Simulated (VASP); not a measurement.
# BP (F-43m) in VASP: a series of runs, part 2 of 2

VASP 6.6.1. The steps go on from the part before.

**3. Band structure, PBE**

This run uses another cell than the first one, of 11.55 Å³/atom, 0.983 times its volume.

File INCAR:

```
ALGO = Fast ; EDIFF = 1E-6
ENCUT = 520 ; GGA = PE
ISIF = 2 ; ISMEAR = 0
LASPH = True ; LCHARG = False
LREAL = False ; LWAVE = False
NELM = 80 ; PREC = Accurate
SIGMA = 0.03
```

File KPOINTS:

```
k-points
0
Gamma
  10 10 10
```

File POSCAR:

```
BP                                      
1.0
    0.0000000000      2.2605516541      2.2605516541
    2.2605516541      0.0000000000      2.2605516541
    2.2605516541      2.2605516541      0.0000000000
  B               P             
     1     1
Direct
     0.0000000000000000    0.0000000000000000    0.0000000000000000
     0.2500000000000000    0.2500000000000000    0.2500000000000000
```

File KPOINTS_OPT:

```
explicit points
202
Reciprocal
 0.0000000000  0.0000000000  0.0000000000 1
 0.0555555556  0.0000000000  0.0555555556 1
 0.1111111111  0.0000000000  0.1111111111 1
 0.1666666667  0.0000000000  0.1666666667 1
 0.2222222222  0.0000000000  0.2222222222 1
 0.2777777778  0.0000000000  0.2777777778 1
[... 194 lines left out ...]
 0.5089373300  0.0178746600  0.5089373300 1
 0.4910626700 -0.0178746600  0.4910626700 1
```

Potentials or basis: VASP PAW PBE potentials, release 64 (B, P).

Launch:

```sh
cat potpaw_PBE.64/B/POTCAR potpaw_PBE.64/P/POTCAR > POTCAR
mpirun -np 1 vasp_std > vasp.out
```

OUTCAR:

```text
EDIFF = 1E-6
   ENCUT = 520
   GGA = PE
   ISIF = 2
   ISMEAR = 0
   LASPH = True
   LREAL = False
   NELM = 80
   PREC = Accurate

 ion  position               nearest neighbor table
   1  0.000  0.000  0.000-   2 1.96   2 1.96   2 1.96   2 1.96
   2  0.250  0.250  0.250-   1 1.96   1 1.96   1 1.96   1 1.96

  LATTYP: Found a face centered cubic cell.
 ALAT       =     4.5211033082

  Lattice vectors:

 A1 = (   0.0000000000,   2.2605516541,   2.2605516541)
 A2 = (   2.2605516541,   0.0000000000,   2.2605516541)
 A3 = (   2.2605516541,   2.2605516541,   0.0000000000)

Analysis of symmetry for initial positions (statically):
=====================================================================
 Subroutine PRICEL returns:
 Original cell was already a primitive cell.

 Routine SETGRP: Setting up the symmetry group for a
 face centered cubic supercell.

 Subroutine GETGRP returns: Found 24 space group operations
 (whereof 24 operations were pure point group operations)
 out of a pool of 48 trial point group operations.

The static configuration has the point symmetry T_d .

Analysis of symmetry for dynamics (positions and initial velocities):
=====================================================================
 Subroutine PRICEL returns:
 Original cell was already a primitive cell.

 Routine SETGRP: Setting up the symmetry group for a
 face centered cubic supercell.

 Subroutine GETGRP returns: Found 24 space group operations
 (whereof 24 operations were pure point group operations)
 out of a pool of 48 trial point group operations.

The dynamic configuration has the point symmetry T_d .

 Subroutine INISYM returns: Found 24 space group operations
 (whereof 24 operations are pure point group operations),
 and found     1 'primitive' translations

----------------------------------------------------------------------------------------

                                     Primitive cell

  volume of cell :      23.1033

  direct lattice vectors                    reciprocal lattice vectors
     0.000000000  2.260551654  2.260551654    -0.221184948  0.221184948  0.221184948
     2.260551654  0.000000000  2.260551654     0.221184948 -0.221184948  0.221184948
     2.260551654  2.260551654  0.000000000     0.221184948  0.221184948 -0.221184948

  length of vectors
     3.196902808  3.196902808  3.196902808     0.383103568  0.383103568  0.383103568

  position of ions in fractional coordinates (direct lattice)
     0.000000000  0.000000000  0.000000000
     0.250000000  0.250000000  0.250000000

  ion indices of the primitive-cell ions
   primitive index   ion index
                 1           1
                 2           2

----------------------------------------------------------------------------------------

 KPOINTS: k-points

Automatic generation of k-mesh.
 Grid dimensions read from file:
 generate k-points for:   10   10   10

 Generating k-lattice:

  Cartesian coordinates                     Fractional coordinates (reciprocal lattice)
    -0.022118495  0.022118495  0.022118495     0.100000000  0.000000000  0.000000000
     0.022118495 -0.022118495  0.022118495     0.000000000  0.100000000  0.000000000
     0.022118495  0.022118495 -0.022118495     0.000000000  0.000000000  0.100000000

  Length of vectors
     0.038310357  0.038310357  0.038310357

  Shift w.r.t. Gamma in fractional coordinates (k-lattice)
     0.000000000  0.000000000  0.000000000

 Subroutine IBZKPT returns following result:
 ===========================================

 Found     47 irreducible k-points:

 Following reciprocal coordinates:
            Coordinates               Weight
  0.000000  0.000000  0.000000      1.000000
  0.100000  0.000000  0.000000      8.000000
  0.200000  0.000000  0.000000      8.000000
  0.300000  0.000000  0.000000      8.000000
  0.400000  0.000000  0.000000      8.000000
  0.500000  0.000000  0.000000      4.000000
[... 16 lines left out ...]
  0.300000  0.300000  0.000000      6.000000
  0.400000  0.300000  0.000000     24.000000
 [... further k-points ...]
   k-points           NKPTS =     47   k-points in BZ     NKDIM =     47   number of bands    NBANDS=      8
   number of dos      NEDOS =    301   number of ions     NIONS =      2
   total plane-waves  NPLWV =  13824
   dimension x,y,z NGX =    24 NGY =   24 NGZ =   24
   dimension x,y,z NGXF=    48 NGYF=   48 NGZF=   48
   ions per type =               1   1
   NGX,Y,Z   is equivalent  to a cutoff of  12.48, 12.48, 12.48 a.u.
   NGXF,Y,Z  is equivalent  to a cutoff of  24.96, 24.96, 24.96 a.u.
 SYSTEM =  unknown system
   PREC   = accura    normal or accurate (medium, high low for compatibility)
   ISTART =      0    job   : 0-new  1-cont  2-samecut
   ICHARG =      2    charge: 1-file 2-atom 10-const
   ISPIN  =      1    spin polarized calculation?
   LNONCOLLINEAR =      F non collinear calculations
   LSORBIT =      F    spin-orbit coupling
   LASPH  =      T    aspherical Exc in radial PAW
   ENCUT  =  520.0 eV  38.22 Ry    6.18 a.u.   5.94  5.94  5.94*2*pi/ulx,y,z
   NELM   =     80;   NELMIN=  2; NELMDL= -5     # of ELM steps
   EDIFF  = 0.1E-05   stopping-criterion for ELM
   LREAL  =      F    real-space projection
   EDIFFG = 0.1E-04   stopping-criterion for IOM
   NSW    =      0    number of steps for IOM
   IBRION =     -1    ionic relax: 0-MD 1-quasi-New 2-CG
   NFREE  =      0    steps in history (QN), initial steepest desc. (CG)
   ISIF   =      2    stress and relaxation
   ISYM   =      2    0-nonsym 1-usesym 2-fastsym
   POTIM  = 0.5000    time-step for ionic-motion
   TEBEG  =    0.0;   TEEND  =   0.0 temperature during run
   PSTRESS=    0.0 pullay stress
   NELECT =       8.0000    total number of electrons
   NUPDOWN=      -1.0000    fix difference up-down
   EMIN   =  10.00;   EMAX   =-10.00  energy-range for DOS
   EFERMI =   0.00;   METHOD = LEGACY
   ISMEAR =     0;   SIGMA  =   0.03  broadening in eV -4-tet -1-fermi 0-gaus
   EFERMI_NEDOS =   21; number of points for ismear=-14 and -15
   IALGO  =     68    algorithm
   IMIX   =      4    mixing-type and parameters
     AMIX     =   0.40;   BMIX     =  1.00
     AMIX_MAG =   1.60;   BMIX_MAG =  1.00
  volume/ion in A,a.u.               =      11.55        77.95
  Fermi-wavevector in a.u.,A,eV,Ry     =   1.149601  2.172431 17.981215  1.321582
  Thomas-Fermi vector in A             =   2.286270
   LORBIT       =      0    0 simple, 1 ext, 2 COOP (PROOUT), +10 PAW based schemes
   GGA     = PE    functional components
   LHFCALC =     F    Hartree Fock is set to
   AEXX    =    0.0000 exact exchange contribution
   IVDW    =     0    specifies the selected vdW correction
   LEPSILON=     F    determine dielectric tensor
   LRPA    =     F    only Hartree local field effects (RPA)
 non-spin polarized calculation
 RMM-DIIS sequential band-by-band and
 Gauss-broadening in eV      SIGMA  =   0.03
  energy-cutoff  :      520.00
  volume of cell :       23.10
 maximum number of plane-waves:       636
   NGX = 11   NGY = 11   NGZ = 11

 number of electron       8.0000001 magnetization

 Free energy of the ion-electron system (eV)
  ---------------------------------------------------
  ext. energy  EPLUGINS =         0.00000000
  ---------------------------------------------------
  free energy    TOTEN  =       -12.92738670 eV

  energy without entropy =      -12.92738670  energy(sigma->0) =      -12.92738670

 E-fermi :   7.7356     XC(G=0): -10.9554

 val. band max:        7.5657735722   @ k =   0.0000   0.0000   0.0000
 cond. band min:       8.7897734199   @ k =   0.4000   0.4000   0.0000
 fundamental gap:      1.2239998477
 Fermi energy:         7.7356083035

 k-point     1 :       0.0000    0.0000    0.0000
  band No.  band energies     occupation
      1      -7.9949      2.00000
      2       7.5658      2.00000
      3       7.5658      2.00000
      4       7.5658      2.00000
      5      10.9831      0.00000
      6      10.9831      0.00000
      7      10.9831      0.00000
      8      15.1111      0.00000
[... 243 lines left out ...]
 k-point    24 :       0.4000    0.3000    0.0000
  band No.  band energies     occupation
      1      -5.0257      2.00000
      2       1.3814      2.00000
      3       3.4755      2.00000
      4       4.0154      2.00000
      5       9.3686      0.00000
      6      11.1858      0.00000
      7      17.1244      0.00000
      8      17.1279      0.00000

 [... further k-points ...]

------------------------ aborting loop because EDIFF is reached ----------------------------------------

  FORCE on cell =-STRESS in cart. coord.  units (eV):
  Direction    XX          YY          ZZ          XY          YZ          ZX
  --------------------------------------------------------------------------------------
  -------------------------------------------------------------------------------------
  Total        0.4017810      0.4017810      0.4017810      0.0000000     -0.0000000     -0.0000000
  in kB       27.8629216     27.8629216     27.8629216      0.0000000     -0.0000000     -0.0000000
  external PRESSURE =      27.8629216 kB  Pullay stress =       0.0000000 kB

 VOLUME and BASIS-vectors are now :
 -----------------------------------------------------------------------------
  energy-cutoff  :      520.00
  volume of cell :       23.10
      direct lattice vectors                 reciprocal lattice vectors
     0.000000000  2.260551654  2.260551654    -0.221184948  0.221184948  0.221184948
     2.260551654  0.000000000  2.260551654     0.221184948 -0.221184948  0.221184948
     2.260551654  2.260551654  0.000000000     0.221184948  0.221184948 -0.221184948

 POSITION                                       TOTAL-FORCE (eV/Angst)
 -----------------------------------------------------------------------------------
      0.00000      0.00000      0.00000         0.000000     -0.000000     -0.000000
      1.13028      1.13028      1.13028        -0.000000      0.000000      0.000000
 -----------------------------------------------------------------------------------
    total drift:                                0.000000      0.000000      0.000000

  FREE ENERGIE OF THE ION-ELECTRON SYSTEM (eV)
  ---------------------------------------------------
  free  energy   TOTEN  =       -12.9273867006 eV

  energy  without entropy=      -12.9273867006  energy(sigma->0) =      -12.92738670
```

It took 17 s on 1 thread of Intel Xeon Platinum 8259CL at 2.50GHz (Skylake/Cascade Lake), shared host; peak memory 0.14 GiB.

What came out:

| Item | Value |
| --- | --- |
| Free energy | -12.9274 eV |
| Pressure | 2.8 GPa |
| Band gap on the k mesh | 1.22 eV, indirect (least direct gap 3.42 eV) |
| Band gap along the path | 1.23 eV, indirect (least direct gap 3.42 eV) |

Levels at the corners of the path, in eV from the valence-band top:
```csv
point,band 2,band 3,band 4,band 5,band 6,band 7
Γ,0.00,0.00,0.00,3.42,3.42,3.42
X,-8.64,-4.16,-4.16,1.31,1.65,12.23
X,-8.64,-4.16,-4.16,1.31,1.65,12.23
W,-8.10,-5.74,-5.54,5.34,6.80,7.31
W,-8.10,-5.74,-5.54,5.34,6.80,7.31
K,-8.22,-6.30,-3.54,2.14,6.03,9.81
K,-8.22,-6.30,-3.54,2.14,6.03,9.81
Γ,0.00,0.00,0.00,3.42,3.42,3.42
Γ,0.00,0.00,0.00,3.42,3.42,3.42
L,-9.11,-1.77,-1.77,3.85,4.72,4.72
L,-9.11,-1.77,-1.77,3.85,4.72,4.72
U,-8.22,-6.30,-3.54,2.14,6.03,9.81
U,-8.22,-6.30,-3.54,2.14,6.03,9.81
W,-8.10,-5.74,-5.54,5.34,6.80,7.31
W,-8.10,-5.74,-5.54,5.34,6.80,7.31
L,-9.11,-1.77,-1.77,3.85,4.72,4.72
L,-9.11,-1.77,-1.77,3.85,4.72,4.72
K,-8.22,-6.30,-3.54,2.14,6.03,9.81
U,-8.22,-6.30,-3.54,2.14,6.03,9.81
X,-8.64,-4.16,-4.16,1.31,1.65,12.23
```

Expect the measured gap to be larger: semilocal functionals such as PBE lack the derivative discontinuity.
